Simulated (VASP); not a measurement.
# C (C2/m) in VASP: a series of runs

One crystal, C, is run at these levels: LDA, PBE0(alpha); tasks: relaxation of cell and atoms, single point.

Program: VASP 6.6.1. These are calculated values, not measurements. Logs are shortened: lines on timing, memory, paths and dates and some standing lists are left out, and cuts for length are marked.

### 1 Starting point

Symmetry: C2/m, No. 12, monoclinic system. The conventional cell has a = 4.255 Å, b = 2.457 Å, c = 3.765 Å, α = 90.00°, β = 111.49°, γ = 90.00°. C (site symmetry m) is surrounded by 3 C at 1.42 Å.

This is a stacking variant of graphite.

### 2 Relaxation of cell and atoms, LDA

INCAR reads:

```
PREC = Accurate
ENCUT = 600
EDIFF = 1E-7
ISMEAR = 0
SIGMA = 0.02
LREAL = False
LASPH = True
NELM = 80
ALGO = Fast
ISIF = 3
LWAVE = False
LCHARG = False
IBRION = 2
NSW = 40
EDIFFG = -0.02
```

KPOINTS reads:

```
Automatic mesh
0
Gamma
  12 12 8
```

POSCAR reads:

```
C
1.0
    2.1273203072     -1.2282824400      0.0000000000
    2.1273203072      1.2282824400      0.0000000000
   -1.3790696309      0.0000000000      3.5028300786
C
2
Direct
    0.1666444700      0.1666444700      0.9999069600
    0.8333555300      0.8333555300      0.0000930400
```

Potentials or basis: VASP PAW LDA potentials, release 64 (C).

On the command line:

```console
> cat potpaw_LDA.64/C/POTCAR > POTCAR
> mpirun -np 1 vasp_std > vasp.out
```

OUTCAR:

```text
PREC = Accurate
   ENCUT = 600
   EDIFF = 1E-7
   ISMEAR = 0
   LREAL = False
   LASPH = True
   NELM = 80
   ISIF = 3
   IBRION = 2
   NSW = 40
   EDIFFG = -0.02

 ion  position               nearest neighbor table
   1  0.167  0.167  1.000-   2 1.42   2 1.42   2 1.42
   2  0.833  0.833  0.000-   1 1.42   1 1.42   1 1.42

  LATTYP: Found a base centered monoclinic cell.
 ALAT       =     4.2546406144
 B/A-ratio  =     0.5773848141
 C/A-ratio  =     0.8848045598
 COS(beta)  =    -0.3663329314

  Lattice vectors:

 A1 = (   2.1273203072,  -1.2282824400,   0.0000000000)
 A2 = (   2.1273203072,   1.2282824400,   0.0000000000)
 A3 = (  -1.3790696309,   0.0000000000,   3.5028300786)

Analysis of symmetry for initial positions (statically):
=====================================================================
 Subroutine PRICEL returns:
 Original cell was already a primitive cell.

 Routine SETGRP: Setting up the symmetry group for a
 base centered monoclinic supercell.

 Subroutine GETGRP returns: Found  4 space group operations
 (whereof  4 operations were pure point group operations)
 out of a pool of  4 trial point group operations.

The static configuration has the point symmetry C_2h.

Analysis of symmetry for dynamics (positions and initial velocities):
=====================================================================
 Subroutine PRICEL returns:
 Original cell was already a primitive cell.

 Routine SETGRP: Setting up the symmetry group for a
 base centered monoclinic supercell.

 Subroutine GETGRP returns: Found  4 space group operations
 (whereof  4 operations were pure point group operations)
 out of a pool of  4 trial point group operations.

The dynamic configuration has the point symmetry C_2h.

 Subroutine INISYM returns: Found  4 space group operations
 (whereof  4 operations are pure point group operations),
 and found     1 'primitive' translations

----------------------------------------------------------------------------------------

                                     Primitive cell

  volume of cell :      18.3054

  direct lattice vectors                    reciprocal lattice vectors
     2.127320307 -1.228282440  0.000000000     0.235037478 -0.407072497  0.092534619
     2.127320307  1.228282440  0.000000000     0.235037478  0.407072497  0.092534619
    -1.379069631  0.000000000  3.502830079     0.000000000  0.000000000  0.285483446

  length of vectors
     2.456454649  2.456454649  3.764525416     0.479075453  0.479075453  0.285483446
[... 113 lines left out ...]
 non-spin polarized calculation
 RMM-DIIS sequential band-by-band and
 Gauss-broadening in eV      SIGMA  =   0.02
  energy-cutoff  :      600.00
  volume of cell :       18.31
 maximum number of plane-waves:       628
   NGX =  9   NGY =  9   NGZ = 15

--------------------------------------- Ionic step        1  -------------------------------------------

 number of electron       8.0000000 magnetization

 Free energy of the ion-electron system (eV)
  ---------------------------------------------------
  ext. energy  EPLUGINS =         0.00000000
  ---------------------------------------------------
  free energy    TOTEN  =       -20.22362473 eV

  energy without entropy =      -20.22362473  energy(sigma->0) =      -20.22362473

------------------------ aborting loop because EDIFF is reached ----------------------------------------

  FORCE on cell =-STRESS in cart. coord.  units (eV):
  Direction    XX          YY          ZZ          XY          YZ          ZX
  --------------------------------------------------------------------------------------
  -------------------------------------------------------------------------------------
  Total       -0.5594816     -0.5669062     -0.1835595      0.0000000      0.0000000     -0.0045534
  in kB      -48.9684356    -49.6182666    -16.0659825      0.0000000      0.0000000     -0.3985359
  external PRESSURE =     -38.2175616 kB  Pullay stress =       0.0000000 kB
[... 89 lines left out ...]
  FREE ENERGIE OF THE ION-ELECTRON SYSTEM (eV)
  ---------------------------------------------------
  free  energy   TOTEN  =       -20.2261750796 eV

  energy  without entropy=      -20.2261750796  energy(sigma->0) =      -20.22617508

[... ionic steps 4 to 8 ...]

--------------------------------------- Ionic step        9  -------------------------------------------

 number of electron       8.0000000 magnetization

------------------------ aborting loop because EDIFF is reached ----------------------------------------
[... 67 lines left out ...]
--------------------------------------- Ionic step       11  -------------------------------------------

 number of electron       8.0000000 magnetization

 Free energy of the ion-electron system (eV)
  ---------------------------------------------------
  ext. energy  EPLUGINS =         0.00000000
  ---------------------------------------------------
  free energy    TOTEN  =       -20.23359218 eV

  energy without entropy =      -20.23359218  energy(sigma->0) =      -20.23359218

 E-fermi :   4.6964     XC(G=0): -10.9638

 val. band max:        4.5598479423   @ k =  -0.3333   0.3333   0.0000
 cond. band min:       5.2900532990   @ k =  -0.3333   0.3333   0.3750
 fundamental gap:      0.7302053567
 Fermi energy:         4.6964491334

 k-point     1 :       0.0000    0.0000    0.0000
  band No.  band energies     occupation
      1     -14.7261      2.00000
      2      -1.6223      2.00000
      3       1.9485      2.00000
      4       1.9490      2.00000
      5       8.9527      0.00000
      6      13.4067      0.00000
      7      13.4222      0.00000
      8      16.4424      0.00000
[... 243 lines left out ...]
 k-point    24 :      -0.4167    0.1667    0.0000
  band No.  band energies     occupation
      1      -8.8052      2.00000
      2      -7.9607      2.00000
      3      -3.2755      2.00000
      4       3.4790      2.00000
      5       6.5810      0.00000
      6      15.4129      0.00000
      7      16.1167      0.00000
      8      17.2233      0.00000

 [... further k-points ...]

------------------------ aborting loop because EDIFF is reached ----------------------------------------

  FORCE on cell =-STRESS in cart. coord.  units (eV):
  Direction    XX          YY          ZZ          XY          YZ          ZX
  --------------------------------------------------------------------------------------
  -------------------------------------------------------------------------------------
  Total        0.0222560     -0.0122000     -0.0073233      0.0000000      0.0000000     -0.0058930
  in kB        2.1033755     -1.1530044     -0.6921176      0.0000000      0.0000000     -0.5569342
  external PRESSURE =       0.0860845 kB  Pullay stress =       0.0000000 kB
[... 17 lines left out ...]
  FREE ENERGIE OF THE ION-ELECTRON SYSTEM (eV)
  ---------------------------------------------------
  free  energy   TOTEN  =       -20.2335921790 eV

  energy  without entropy=      -20.2335921790  energy(sigma->0) =      -20.23359218

 reached required accuracy - stopping structural energy minimisation
```

Run time: 3.8 min. Hardware: 1 thread of Intel Xeon Platinum 8488C (Sapphire Rapids), shared host; peak memory 0.17 GiB.

Results:

| Property | Result |
| --- | --- |
| Free energy | -20.2336 eV |
| Relaxed volume | 8.48 Å³/atom |
| Relaxed cell | a = 2.446 Å, b = 2.446 Å, c = 3.553 Å, α = 109.72°, β = 109.72°, γ = 60.01° |
| Space group after relaxing (to 0.05 Å) | R-3m (No. 166) |
| Energy gained by relaxing | 5.0 meV/atom |
| Ionic steps | 11 |
| Pressure after relaxing | 0.0 GPa |
| Largest force after relaxing | 0.011 eV/Å |
| Band gap on the k mesh | 0.73 eV, indirect (least direct gap 0.75 eV) |

Forces in eV/Å, atoms in the order of the input:
```
C    0.010  0.000 -0.004
C   -0.010  0.000  0.004
```

The path:
```
step  energy change (eV)  largest force (eV/Å)  pressure (GPa)  volume (Å³)
   1              0.0000                0.0105           -3.82        18.31
   2              0.0099                0.0138            7.69        17.73
   3             -0.0026                0.0050           -0.40        18.13
   4             -0.0033                0.0053           -0.39        18.05
   5             -0.0053                0.0322           -0.37        17.84
   6             -0.0084                0.0857           -0.29        17.40
   7             -0.0080                0.1866            0.16        16.54
   8             -0.0095                0.1273           -0.16        17.04
   9             -0.0097                0.1507           -0.02        16.96
  10             -0.0098                0.0795           -0.07        16.99
  11             -0.0100                0.0106            0.01        16.95
```

Final structure:
```
CELL_PARAMETERS angstrom
2.11797 -1.22314 -0.00365
2.11797 1.22314 -0.00365
-1.37901 0.00000 3.27438
ATOMIC_POSITIONS crystal
C 0.16656 0.16656 0.99972
C 0.83344 0.83344 0.00028
```

Levels at points of the mesh, in eV from the valence-band top:
```csv
k point,band 1,band 2,band 3,band 4,band 5,band 6,band 7,band 8
"(0.00, 0.00, 0.00)",-19.29,-6.18,-2.61,-2.61,4.39,8.85,8.86,11.88
"(0.50, 0.00, 0.00)",-13.79,-12.96,-6.03,-1.59,2.40,8.34,12.10,12.65
"(0.50, 0.50, 0.00)",-13.64,-12.86,-6.11,-2.42,1.59,7.83,13.52,15.43
"(0.00, 0.00, 0.50)",-18.90,-8.49,-2.64,-2.63,8.79,8.79,11.06,12.14
"(0.50, 0.00, 0.50)",-13.64,-12.85,-6.10,-2.47,1.54,7.84,13.58,15.62
"(0.50, 0.50, 0.50)",-13.78,-12.96,-6.04,-1.63,2.34,8.33,12.17,12.78
```

A k mesh can miss the band edges.

(Continued in part 2 of 3.)
